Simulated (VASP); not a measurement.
A run of VASP 6.6.1 is set up as follows.

Contents of INCAR:

```
PREC     = Accurate       # precision mode
ENCUT    = 500            # plane-wave cutoff, eV
EDIFF    = 1E-6           # SCF threshold, eV
ISMEAR   = 0              # smearing method
SIGMA    = 0.02           # smearing width, eV
LREAL    = False          # projectors in reciprocal space
LASPH    = True           # aspherical terms in the spheres
NELM     = 120            # most SCF steps
ALGO     = Normal         # electronic algorithm
ISIF     = 2              # what is computed and relaxed
LWAVE    = False          # write WAVECAR
LCHARG   = False          # write CHGCAR
NBANDS   = 15             # bands
GGA_COMPAT= False
```

File KPOINTS:

```
Automatic mesh
0
Gamma
  6 6 6
```

POSCAR

```
KCl
1.0
    0.0000000000      3.0382281579      3.0382281579
    3.0382281579      0.0000000000      3.0382281579
    3.0382281579      3.0382281579      0.0000000000
K Cl
1 1
Direct
    0.0000000000      0.0000000000      0.0000000000
    0.5000000000      0.5000000000      0.5000000000
```

Potentials or basis: VASP PAW LDA potentials, release 64 (K_sv, Cl).

Launch:

```sh
$ cat potpaw_LDA.64/K_sv/POTCAR potpaw_LDA.64/Cl/POTCAR > POTCAR
$ mpirun -np 1 vasp_std > vasp.out
```

Task: What does it give for the pressure?

Result: 0.1 GPa.

Task: What does it give for the band gap on the k mesh?

Result: 5.12 eV.

**The experiment to reproduce.**

A printed reference work, monograph reports, for a bulk crystal of KCl: band gap 8.68 eV.

A measured gap of KCl is 8.68 eV (a printed reference work, monograph); the calculated 5.12 eV misses it by -3.56 eV. The value is that of LDA, without temperature or zero-point motion. Semilocal functionals fall short of measured gaps as a rule.
